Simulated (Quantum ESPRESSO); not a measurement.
# SrO under changes of volume

One of the cells (16.901 Å³/atom); the others are scaled copies at fixed shape and fractional positions:

```
CELL_PARAMETERS angstrom
0.00000 2.56630 2.56630
2.56630 0.00000 2.56630
2.56630 2.56630 0.00000
ATOMIC_POSITIONS crystal
Sr 0.50000 0.50000 0.50000
O 0.00000 0.00000 0.00000
```

```yaml
Program: Quantum ESPRESSO 7.5
Functional: LDA
Potentials_or_basis: PseudoDojo 0.4.1 SR LDA standard
Cutoff: 1143 eV
Density_cutoff: 4572 eV
k_mesh: 9 × 9 × 9
Occupations: fermi-dirac, width 0.05 eV
Spin: no spin polarisation
```

```tsv
volume (Å³/atom)	energy over the lowest point (meV/atom)	pressure (GPa)	gap on the mesh (eV)
15.887	2.09	2.1	3.17
16.225	0.00	-0.2	3.19
16.563	2.49	-2.2	3.21
16.901	?	?	?
17.239	19.27	-5.7	3.23
17.577	32.72	-7.1	3.24
17.915	49.05	-8.4	3.25
```

Q: What does the run at 16.901 Å³/atom give?

A: Energy over the lowest point 9.06 meV/atom; pressure -4.0 GPa; gap on the mesh 3.22 eV.

Worked out: A Birch-Murnaghan fit of order 3 (a polynomial in V^(-2/3)) to the other rows has its minimum at 16.20 Å³/atom with B0 = V·E''(V) = 105 GPa and B' = 4.6. It gives 9.06 meV/atom at 16.901 Å³/atom, against the run's 9.06, and -dE/dV = -4.0 GPa, against -4.0. A straight line through the other rows of the gap, of slope 0.644 eV per unit of ln V, gives 3.22 eV, against the run's 3.22.

Energies are extrapolated to zero smearing.

Caveats: an odd mesh through Γ misses points on the zone boundary, where band edges often lie. Spin-orbit coupling on Sr is left out.
